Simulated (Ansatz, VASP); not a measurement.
# One calculation of Sb, two programs

File INCAR:

```
  PREC = Accurate
  ENCUT = 520
  EDIFF = 1E-7
  ISMEAR = 0
  SIGMA = 0.1
  LREAL = F
  LASPH = T
  NELM = 60
  ALGO = Normal
  ISIF = 2
  LWAVE = F
  LCHARG = T
  GGA = PE
  IVDW = 12
  LELF = T
  LVHAR = T
  NBANDS = 12
```

Contents of KPOINTS:

```
regular mesh
0
Gamma
  6 6 6
```

Contents of POSCAR:

```
Sb
1.0
    2.1542000000      1.2437279499      3.7580000000
   -2.1542000000      1.2437279499      3.7580000000
    0.0000000000     -2.4874558998      3.7580000000
Sb
2
Direct
    0.2334900000      0.2334900000      0.2334900000
    0.7665100000      0.7665100000      0.7665100000
```

Input for Ansatz:

```yaml
crystal:
  lattice:
    - [2.1542, 1.2437279499, 3.758]
    - [-2.1542, 1.2437279499, 3.758]
    - [0.0, -2.4874558998, 3.758]
  atoms:
    - { symbol: Sb, position: [0.23349, 0.23349, 0.23349] }
    - { symbol: Sb, position: [0.76651, 0.76651, 0.76651] }
basis:
  ecutwfc: 420
kpoints:
  mp_grid: { grid: [6, 6, 6] }
hamiltonian:
  xc: pbe
  dispersion: d3bj
scf:
  occupations: { method: gaussian, width: 0.1 }
output:
  forces: true
  stress: true
  eigenvalues: true
```

Alike in both runs: task single point; functional PBE; dispersion D3(BJ); k mesh 6 × 6 × 6; occupations gaussian, width 0.1 eV; no spin polarisation.

|  | VASP | Ansatz |
| --- | --- | --- |
| version | VASP 6.6.1 | Ansatz 0.2.0 |
| potentials or method | VASP PAW PBE potentials, release 64 (Sb) | scalar-relativistic, plane waves, PAW |
| plane-wave cutoff (eV) | 520 | 420 |
| valence electrons in the cell | 10 | 30 |

```tsv
	VASP	Ansatz	Ansatz less VASP
gap on the k mesh at the Fermi level (eV)	none	none	-
pressure (GPa)	0.2	0.2	-0.07
largest component of the traceless stress (GPa)	0.26	0.23	-0.029
rms of the force components (eV/Å)	0.063	0.040	-0.0235
```

Atom by atom the forces differ by 0.024 eV/Å (rms over components). A gap of «none» marks a metal or a gap that the smearing closes. The two sets of potentials don't hold the same shells in valence.

Caveats: pairwise dispersion overbinds metals, which lowers pressure and volume. The runs have no spin-orbit coupling, so splittings on Sb are missing.
